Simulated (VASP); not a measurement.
# C (Fd-3m) in VASP: notebook

One crystal, C, is run at these levels: PBE; tasks: single point.

Program: VASP 6.6.1. These are calculated values, not measurements. Logs are shortened: lines on timing, memory, paths and dates and some standing lists are left out, and cuts for length are marked.

### 1 The crystal as given

The structure is cubic, space group Fd-3m (No. 227). Conventional cell: a = 3.567 Å, b = 3.567 Å, c = 3.567 Å, α = 90.00°, β = 90.00°, γ = 90.00°. C (site symmetry -43m) is surrounded by 4 C at 1.54 Å.

This isn't the form of C at room conditions, which is graphite.

### 2 Single point, PBE

File INCAR:

```
SYSTEM = C
  ALGO = Normal
  EDIFF = 1E-7
  ENCUT = 520
  GGA = PE
  ISIF = 2
  ISMEAR = 0
  LASPH = .True.
  LCHARG = .False.
  LREAL = .False.
  LWAVE = .False.
  NELM = 100
  PREC = Accurate
  SIGMA = 0.02
```

File KPOINTS:

```
k-points
0
Gamma
  4 4 4
  0 0 0
```

File POSCAR:

```
C
1.0
    0.0000000000      1.7833700000      1.7833700000
    1.7833700000      0.0000000000      1.7833700000
    1.7833700000      1.7833700000      0.0000000000
C
2
Direct
    0.0000000000      0.0000000000      0.0000000000
    0.2500000000      0.2500000000      0.2500000000
```

Potentials or basis: VASP PAW PBE potentials, release 64 (C).

Command:

```sh
> cat potpaw_PBE.64/C/POTCAR > POTCAR
> mpirun -np 1 vasp_std > vasp.out
```

OUTCAR:

```text
SYSTEM = C
   EDIFF = 1E-7
   ENCUT = 520
   GGA = PE
   ISIF = 2
   ISMEAR = 0
   LASPH = .True.
   LREAL = .False.
   NELM = 100
   PREC = Accurate

 ion  position               nearest neighbor table
   1  0.000  0.000  0.000-   2 1.54   2 1.54   2 1.54   2 1.54
   2  0.250  0.250  0.250-   1 1.54   1 1.54   1 1.54   1 1.54

  LATTYP: Found a face centered cubic cell.
 ALAT       =     3.5667400000

  Lattice vectors:

 A1 = (   0.0000000000,   1.7833700000,   1.7833700000)
 A2 = (   1.7833700000,   0.0000000000,   1.7833700000)
 A3 = (   1.7833700000,   1.7833700000,   0.0000000000)

Analysis of symmetry for initial positions (statically):
=====================================================================
 Subroutine PRICEL returns:
 Original cell was already a primitive cell.

 Routine SETGRP: Setting up the symmetry group for a
 face centered cubic supercell.

 Subroutine GETGRP returns: Found 48 space group operations
 (whereof 24 operations were pure point group operations)
 out of a pool of 48 trial point group operations.

The static configuration has the point symmetry T_d .
 The point group associated with its full space group is O_h .

Analysis of symmetry for dynamics (positions and initial velocities):
=====================================================================
 Subroutine PRICEL returns:
 Original cell was already a primitive cell.

 Routine SETGRP: Setting up the symmetry group for a
 face centered cubic supercell.

 Subroutine GETGRP returns: Found 48 space group operations
 (whereof 24 operations were pure point group operations)
 out of a pool of 48 trial point group operations.

The dynamic configuration has the point symmetry T_d .
 The point group associated with its full space group is O_h .

 Subroutine INISYM returns: Found 48 space group operations
 (whereof 24 operations are pure point group operations),
 and found     1 'primitive' translations

----------------------------------------------------------------------------------------

                                     Primitive cell

  volume of cell :      11.3437

  direct lattice vectors                    reciprocal lattice vectors
     0.000000000  1.783370000  1.783370000    -0.280368067  0.280368067  0.280368067
     1.783370000  0.000000000  1.783370000     0.280368067 -0.280368067  0.280368067
     1.783370000  1.783370000  0.000000000     0.280368067  0.280368067 -0.280368067

  length of vectors
     2.522066041  2.522066041  2.522066041     0.485611737  0.485611737  0.485611737

  position of ions in fractional coordinates (direct lattice)
     0.000000000  0.000000000  0.000000000
     0.250000000  0.250000000  0.250000000

  ion indices of the primitive-cell ions
   primitive index   ion index
                 1           1
                 2           2

----------------------------------------------------------------------------------------

 KPOINTS: k-points

Automatic generation of k-mesh.
 Grid dimensions read from file:
 generate k-points for:    4    4    4

 Generating k-lattice:

  Cartesian coordinates                     Fractional coordinates (reciprocal lattice)
    -0.070092017  0.070092017  0.070092017     0.250000000  0.000000000  0.000000000
     0.070092017 -0.070092017  0.070092017     0.000000000  0.250000000  0.000000000
     0.070092017  0.070092017 -0.070092017     0.000000000  0.000000000  0.250000000

  Length of vectors
     0.121402934  0.121402934  0.121402934

  Shift w.r.t. Gamma in fractional coordinates (k-lattice)
     0.000000000  0.000000000  0.000000000

 Subroutine IBZKPT returns following result:
 ===========================================

 Found      8 irreducible k-points:

 Following reciprocal coordinates:
            Coordinates               Weight
  0.000000  0.000000  0.000000      1.000000
  0.250000  0.000000  0.000000      8.000000
  0.500000  0.000000  0.000000      4.000000
  0.250000  0.250000  0.000000      6.000000
  0.500000  0.250000  0.000000     24.000000
 -0.250000  0.250000  0.000000     12.000000
  0.500000  0.500000  0.000000      3.000000
 -0.250000  0.500000  0.250000      6.000000
   k-points           NKPTS =      8   k-points in BZ     NKDIM =      8   number of bands    NBANDS=      8
   number of dos      NEDOS =    301   number of ions     NIONS =      2
   total plane-waves  NPLWV =   8000
   dimension x,y,z NGX =    20 NGY =   20 NGZ =   20
   dimension x,y,z NGXF=    40 NGYF=   40 NGZF=   40
   ions per type =               2
   NGX,Y,Z   is equivalent  to a cutoff of  13.18, 13.18, 13.18 a.u.
   NGXF,Y,Z  is equivalent  to a cutoff of  26.37, 26.37, 26.37 a.u.
 SYSTEM =  C
   PREC   = accura    normal or accurate (medium, high low for compatibility)
   ISTART =      0    job   : 0-new  1-cont  2-samecut
   ICHARG =      2    charge: 1-file 2-atom 10-const
   ISPIN  =      1    spin polarized calculation?
   LNONCOLLINEAR =      F non collinear calculations
   LSORBIT =      F    spin-orbit coupling
   LASPH  =      T    aspherical Exc in radial PAW
   ENCUT  =  520.0 eV  38.22 Ry    6.18 a.u.   4.69  4.69  4.69*2*pi/ulx,y,z
   NELM   =    100;   NELMIN=  2; NELMDL= -5     # of ELM steps
   EDIFF  = 0.1E-06   stopping-criterion for ELM
   LREAL  =      F    real-space projection
   EDIFFG = 0.1E-05   stopping-criterion for IOM
   NSW    =      0    number of steps for IOM
   IBRION =     -1    ionic relax: 0-MD 1-quasi-New 2-CG
   NFREE  =      0    steps in history (QN), initial steepest desc. (CG)
   ISIF   =      2    stress and relaxation
   ISYM   =      2    0-nonsym 1-usesym 2-fastsym
   POTIM  = 0.5000    time-step for ionic-motion
   TEBEG  =    0.0;   TEEND  =   0.0 temperature during run
   PSTRESS=    0.0 pullay stress
   NELECT =       8.0000    total number of electrons
   NUPDOWN=      -1.0000    fix difference up-down
   EMIN   =  10.00;   EMAX   =-10.00  energy-range for DOS
   EFERMI =   0.00;   METHOD = LEGACY
   ISMEAR =     0;   SIGMA  =   0.02  broadening in eV -4-tet -1-fermi 0-gaus
   EFERMI_NEDOS =   21; number of points for ismear=-14 and -15
   IALGO  =     38    algorithm
   IMIX   =      4    mixing-type and parameters
     AMIX     =   0.40;   BMIX     =  1.00
     AMIX_MAG =   1.60;   BMIX_MAG =  1.00
  volume/ion in A,a.u.               =       5.67        38.28
  Fermi-wavevector in a.u.,A,eV,Ry     =   1.457203  2.753714 28.891161  2.123440
  Thomas-Fermi vector in A             =   2.574032
   LORBIT       =      0    0 simple, 1 ext, 2 COOP (PROOUT), +10 PAW based schemes
   GGA     = PE    functional components
   LHFCALC =     F    Hartree Fock is set to
   AEXX    =    0.0000 exact exchange contribution
   IVDW    =     0    specifies the selected vdW correction
   LEPSILON=     F    determine dielectric tensor
   LRPA    =     F    only Hartree local field effects (RPA)
 non-spin polarized calculation
 Gauss-broadening in eV      SIGMA  =   0.02
  energy-cutoff  :      520.00
  volume of cell :       11.34
 maximum number of plane-waves:       308
 NGX is ok and might be reduce to    20
   NGX =  9   NGY =  9   NGZ =  9

 number of electron       7.9999999 magnetization

 Free energy of the ion-electron system (eV)
  ---------------------------------------------------
  ext. energy  EPLUGINS =         0.00000000
  ---------------------------------------------------
  free energy    TOTEN  =       -18.05217523 eV

  energy without entropy =      -18.05217523  energy(sigma->0) =      -18.05217523

 E-fermi :   9.9697     XC(G=0): -13.2372

 val. band max:        9.7630149244   @ k =   0.0000   0.0000   0.0000
 cond. band min:      14.1944870855   @ k =   0.2500   0.2500   0.0000
 fundamental gap:      4.4314721611
 Fermi energy:         9.9697336329

 k-point     1 :       0.0000    0.0000    0.0000
  band No.  band energies     occupation
      1     -11.7273      2.00000
      2       9.7630      2.00000
      3       9.7630      2.00000
      4       9.7630      2.00000
      5      15.3444      0.00000
      6      15.3444      0.00000
      7      15.3444      0.00000
      8      23.0951      0.00000

 k-point     2 :       0.2500    0.0000    0.0000
  band No.  band energies     occupation
      1     -10.0110      2.00000
      2       3.1645      2.00000
      3       8.0149      2.00000
      4       8.0149      2.00000
      5      17.5451      0.00000
      6      17.5451      0.00000
      7      17.9033      0.00000
      8      24.3992      0.00000

 k-point     3 :       0.5000    0.0000    0.0000
  band No.  band energies     occupation
      1      -5.9474      2.00000
      2      -3.6218      2.00000
      3       6.9602      2.00000
      4       6.9602      2.00000
      5      18.2123      0.00000
      6      18.2123      0.00000
      7      18.6058      0.00000
      8      25.4535      0.00000

 k-point     4 :       0.2500    0.2500    0.0000
  band No.  band energies     occupation
      1      -9.4412      2.00000
      2       5.2451      2.00000
      3       5.6356      2.00000
      4       5.6356      2.00000
      5      14.1945      0.00000
      6      19.9963      0.00000
      7      21.3494      0.00000
      8      21.3494      0.00000

 k-point     5 :       0.5000    0.2500    0.0000
  band No.  band energies     occupation
      1      -5.7016      2.00000
      2      -1.0316      2.00000
      3       3.0154      2.00000
      4       4.8808      2.00000
      5      15.8279      0.00000
      6      21.1876      0.00000
      7      22.5684      0.00000
      8      23.0885      0.00000

 k-point     6 :      -0.2500    0.2500    0.0000
  band No.  band energies     occupation
      1      -7.2570      2.00000
      2       1.0565      2.00000
      3       2.1460      2.00000
      4       6.7479      2.00000
      5      17.6818      0.00000
      6      19.7647      0.00000
      7      22.1173      0.00000
      8      23.6750      0.00000

 k-point     7 :       0.5000    0.5000    0.0000
  band No.  band energies     occupation
      1      -3.0092      2.00000
      2      -3.0092      2.00000
      3       3.4579      2.00000
      4       3.4579      2.00000
      5      14.5060      0.00000
      6      14.5060      0.00000
      7      26.5757      0.00000
      8      26.5757      0.00000

 k-point     8 :      -0.2500    0.5000    0.2500
  band No.  band energies     occupation
      1      -2.2166      2.00000
      2      -2.2166      2.00000
      3       1.4293      2.00000
      4       1.4293      2.00000
      5      20.3749      0.00000
      6      20.3749      0.00000
      7      22.0779      0.00000
      8      22.0779      0.00000

------------------------ aborting loop because EDIFF is reached ----------------------------------------

  FORCE on cell =-STRESS in cart. coord.  units (eV):
  Direction    XX          YY          ZZ          XY          YZ          ZX
  --------------------------------------------------------------------------------------
  -------------------------------------------------------------------------------------
  Total        0.2538238      0.2538238      0.2538238     -0.0000000      0.0000000      0.0000000
  in kB       35.8499449     35.8499449     35.8499449     -0.0000000      0.0000000      0.0000000
  external PRESSURE =      35.8499449 kB  Pullay stress =       0.0000000 kB

 VOLUME and BASIS-vectors are now :
 -----------------------------------------------------------------------------
  energy-cutoff  :      520.00
  volume of cell :       11.34
      direct lattice vectors                 reciprocal lattice vectors
     0.000000000  1.783370000  1.783370000    -0.280368067  0.280368067  0.280368067
     1.783370000  0.000000000  1.783370000     0.280368067 -0.280368067  0.280368067
     1.783370000  1.783370000  0.000000000     0.280368067  0.280368067 -0.280368067

 POSITION                                       TOTAL-FORCE (eV/Angst)
 -----------------------------------------------------------------------------------
      0.00000      0.00000      0.00000         0.000000      0.000000      0.000000
      0.89168      0.89168      0.89168        -0.000000     -0.000000     -0.000000
 -----------------------------------------------------------------------------------
    total drift:                                0.000000      0.000000      0.000000

  FREE ENERGIE OF THE ION-ELECTRON SYSTEM (eV)
  ---------------------------------------------------
  free  energy   TOTEN  =       -18.0521752304 eV

  energy  without entropy=      -18.0521752304  energy(sigma->0) =      -18.05217523
```

Run time: 3.2 s. Hardware: 1 thread of Intel Xeon Platinum 8259CL at 2.50GHz (Skylake/Cascade Lake), shared host; peak memory 0.11 GiB.

Results:

```
Free energy            : -18.0522 eV
Pressure               : 3.6 GPa
Band gap on the k mesh : 4.43 eV, indirect (least direct gap 5.58 eV)
```

Levels at points of the mesh, in eV from the valence-band top:
```
           k point  band 1  band 2  band 3  band 4  band 5  band 6  band 7  band 8
(0.00, 0.00, 0.00)  -21.49    0.00    0.00    0.00    5.58    5.58    5.58   13.33
(0.50, 0.00, 0.00)  -15.71  -13.38   -2.80   -2.80    8.45    8.45    8.84   15.69
(0.50, 0.50, 0.00)  -12.77  -12.77   -6.31   -6.31    4.74    4.74   16.81   16.81
```

Caveat: the k mesh is coarse (spacing up to 0.76 Å⁻¹), so the values aren't converged. A k mesh can miss the band edges.

### 3 Single point, PBE

INCAR is that of step 2.

File KPOINTS:

```
k-points
0
Gamma
  8 8 8
  0 0 0
```

POSCAR is that of step 2.

Potentials or basis: VASP PAW PBE potentials, release 64 (C).

Command:

```sh
> cat potpaw_PBE.64/C/POTCAR > POTCAR
> mpirun -np 1 vasp_std > vasp.out
```

Run time: 5.5 s. Hardware: 1 thread of Intel Xeon Platinum 8259CL at 2.50GHz (Skylake/Cascade Lake), shared host; peak memory 0.11 GiB.

Results (log left out):

- Free energy: -18.1844 eV
- Pressure: 2.5 GPa
- Band gap on the k mesh: 4.13 eV, indirect (least direct gap 5.59 eV)

Levels at points of the mesh, in eV from the valence-band top:
| k point | band 1 | band 2 | band 3 | band 4 | band 5 | band 6 | band 7 | band 8 |
| --- | --- | --- | --- | --- | --- | --- | --- | --- |
| (0.00, 0.00, 0.00) | -21.48 | 0.00 | 0.00 | 0.00 | 5.59 | 5.59 | 5.59 | 13.33 |
| (0.50, 0.00, 0.00) | -15.70 | -13.37 | -2.80 | -2.80 | 8.46 | 8.46 | 8.85 | 15.70 |
| (0.50, 0.50, 0.00) | -12.76 | -12.76 | -6.30 | -6.30 | 4.76 | 4.76 | 16.81 | 16.81 |

A k mesh can miss the band edges. PBE gaps usually lie below the measured ones, often by a third to a half.
